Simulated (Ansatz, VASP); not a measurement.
## SiC3: VASP beside Ansatz

```
CELL_PARAMETERS angstrom
2.51515 0.00000 0.00000
-1.25758 2.17819 0.00000
0.00000 0.00000 5.90803
ATOMIC_POSITIONS crystal
Si 0.00000 0.00000 0.00000
C 0.00000 0.00000 0.65269
C 0.00000 0.00000 0.34731
C 0.66667 0.33333 0.50000
```

Alike in both runs: task single point; functional PBE; k mesh 6 × 6 × 4; occupations gaussian, width 0.1 eV; collinear spin.

|  | VASP | Ansatz |
| --- | --- | --- |
| version | VASP 6.6.1 | Ansatz 0.2.0 |
| potentials or method | VASP PAW PBE potentials, release 64 (Si, C) | scalar-relativistic, plane waves, PAW |
| plane-wave cutoff (eV) | 520 | 420 |
| valence electrons in the cell | 16 | 16 |

VASP gave:

```
gap on the k mesh at the Fermi level (eV)       : none
pressure (GPa)                                  : 0.2
largest component of the traceless stress (GPa) : 0.10
rms of the force components (eV/Å)              : 0.006
net moment per atom (μB)                        : 0.00
```

Task: What did Ansatz give for the same quantities?

Result: gap on the k mesh at the Fermi level (eV): none; pressure (GPa): 0.1; largest component of the traceless stress (GPa): 0.08; rms of the force components (eV/Å): 0.005; net moment per atom (μB): 0.00.

Atom by atom the forces differ by 0.011 eV/Å (rms over components). A gap of «none» marks a metal or a gap that the smearing closes. The functional is the same, so the differences come from potentials, cutoffs and numerics. Ansatz warned: «seeded_moment_not_kept».

Caveats: the k mesh is coarse (spacing up to 0.48 Å⁻¹), so the values aren't converged.
